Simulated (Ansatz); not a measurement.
# CsI: energy along a strain

CsI, Pm-3m, a = 4.567 Å (as given, not relaxed at this level: 0.8 GPa). Ansatz: PBE, PAW, 420 eV, Γ-centred 6×6×6 mesh on 2 atoms, Gaussian smearing 0.05 eV; no spin polarisation. Cell vectors (Å): 4.567 0.000 0.000; 0.000 4.567 0.000; 0.000 0.000 4.567. The cell is strained by x per cent times the pattern (0 0 1 0 0 0) in the order xx yy zz yz xz xy (engineering shears), with fractional coordinates held. y is the free energy over the start, V0 = 47.619 Å³/atom.

```tsv
x (%)	y (meV/atom)
-2.00	6.04
-1.50	4.23
-1.00	2.62
-0.50	1.21
0.00	0.00
0.50	-1.03
1.00	-1.87
1.50	-2.53
1.75	?
2.00	-3.01
```

Task: Fit y = c1 x + c2 x² + c3 x³ to the other rows, get the stiffness along the pattern, and predict the missing energy.

Result: Least squares on the rows shown. y = −2.240 x + 0.3783 x² − 0.005724 x³. The clamped-ion stiffness p·C·p = 2 × 3.783 eV × 160.2 / 47.619 Å³ = 25 GPa, which is C33 in these axes (C11 of the cubic crystal) (second derivative at the start, which stands under stress). At x = 1.75 the fit asked for gives -2.79 meV/atom. The run gave -2.79 meV/atom, the same to the digits shown.